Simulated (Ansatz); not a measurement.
Wanted: the native input for an Ansatz 0.2.0 run.

* Task: relaxation of cell and atoms
* Functional: B3LYP
* Potentials or basis: Ansatz PAW
* Cutoff: 420 eV (not typed: the program's choice for these potentials)
* k mesh: 5 × 5 × 4
* Occupations: fermi-dirac, width 0.05 eV
* Spin: no spin polarisation

The system is CuAu.

```
Au Cu
1.0
     2.81075    0.00000    0.00000
     0.00000    2.81075    0.00000
     0.00000    0.00000    3.68500
Au Cu
1 1
Direct
  0.00000 0.00000 0.00000
  0.50000 0.50000 0.50000
```

These files were run (other wordings do the same):

input

```
crystal:
  lattice:
    - [2.8107494552, 0.0, 0.0]
    - [0.0, 2.8107494552, 0.0]
    - [0.0, 0.0, 3.685]
  atoms:
    - { symbol: Au, position: [0.0, 0.0, 0.0] }
    - { symbol: Cu, position: [0.5, 0.5, 0.5] }
hamiltonian:
  xc: b3lyp
  pseudopotentials: { kind: paw }
kpoints:
  mp_grid: { grid: [5, 5, 4] }
scf:
  occupations: { method: fermi_dirac, width: 0.05 }
output:
  forces: true
  stress: true
  eigenvalues: true
  write_density: true
  write_potential: true
  elf: true
  volumetric_format: npy
relax:
  f_tol: 0.01
  max_steps: 40
  cell: { stress_tol: 0.05 }
```

Results of the run:

```json
{
  "Relaxed volume": "15.65 Å³/atom",
  "Relaxed cell": "a = 2.884 Å, b = 2.884 Å, c = 3.765 Å, α = 90.00°, β = 90.00°, γ = 90.00°",
  "Space group after relaxing (to 0.05 Å)": "P4/mmm (No. 123)",
  "Energy gained by relaxing": "33.2 meV/atom",
  "Ionic steps": "6",
  "Pressure after relaxing": "0.0 GPa",
  "Band gap on the k mesh": "none (metal or under the smearing width)"
}
```

Caveat: the k mesh is coarse (spacing up to 0.45 Å⁻¹), so the values aren't converged, least of all with exact exchange; the plane-wave basis is chosen anew once the cell has moved, so the energies of steps on either side of that aren't comparable; the PAW data sets come from PBE, with cores solved anew for the run's functional, which leaves a small shift of forces and pressure.

Wall time 61 s on 1 × NVIDIA H100 80GB HBM3 with 2 threads of AMD EPYC 7R13 Processor (Zen 3), on a shared host, peak memory 1.8 GiB.
